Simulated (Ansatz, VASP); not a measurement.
## Two plane-wave programs on BN

The input INCAR:

```
ALGO = Normal ; EDIFF = 1E-6
ENCUT = 520 ; GGA = PS
ISIF = 2 ; ISMEAR = 0
LASPH = T ; LCHARG = F
LREAL = F ; LWAVE = F
NBANDS = 16 ; NELM = 80
PREC = Accurate ; SIGMA = 0.05
```

File KPOINTS:

```
k-points
0
Gamma
  12 12 6
```

POSCAR

```
BN
1.0
    2.5539396017      0.0000000000      0.0000000000
   -1.2769698009      2.2117765748      0.0000000000
    0.0000000000      0.0000000000      4.2268550000
B N
2 2
Direct
    0.6666666667      0.3333333333      0.9997240000
    0.3333333333      0.6666666667      0.4997240000
    0.6666666667      0.3333333333      0.5897886223
    0.3333333333      0.6666666667      0.0897886223
```

Input for Ansatz:

```yaml
crystal:
  lattice:
    - [2.5539396017, 0.0, 0.0]
    - [-1.2769698009, 2.2117765748, 0.0]
    - [0.0, 0.0, 4.226855]
  atoms:
    - { symbol: B, position: [0.6666666667, 0.3333333333, 0.999724] }
    - { symbol: B, position: [0.3333333333, 0.6666666667, 0.499724] }
    - { symbol: "N", position: [0.6666666667, 0.3333333333, 0.5897886223] }
    - { symbol: "N", position: [0.3333333333, 0.6666666667, 0.0897886223] }
basis:
  ecutwfc: 420
kpoints:
  mp_grid: { grid: [12, 12, 6] }
hamiltonian:
  xc: pbesol
scf:
  occupations: { method: gaussian, width: 0.05 }
output:
  forces: true
  stress: true
  eigenvalues: true
```

Change from the starting cell: all N atoms moved -0.150 Å, as atom 3 along Cartesian [0 0 1].

Alike in both runs: task single point; functional PBEsol; k mesh 12 × 12 × 6; occupations gaussian, width 0.05 eV; no spin polarisation.

```csv
,VASP,Ansatz
version,VASP 6.6.1,Ansatz 0.2.0
potentials or method,"VASP PAW PBE potentials, release 64 (B, N)","scalar-relativistic, plane waves, PAW"
plane-wave cutoff (eV),520,420
valence electrons in the cell,16,16
```

```tsv
	VASP	Ansatz	Ansatz less VASP
gap on the k mesh at the Fermi level (eV)	4.99	5.00	+0.007
least direct gap on the mesh (eV)	6.72	6.71	-0.004
pressure (GPa)	1.0	0.5	-0.52
largest component of the traceless stress (GPa)	5.06	5.55	+0.496
rms of the force components (eV/Å)	1.306	1.297	-0.0098
```

Atom by atom the forces differ by 0.010 eV/Å (rms over components).

Caveats: the PAW data sets were made with another functional, which shifts forces and pressure a little (VASP). A k mesh can miss the band edges.
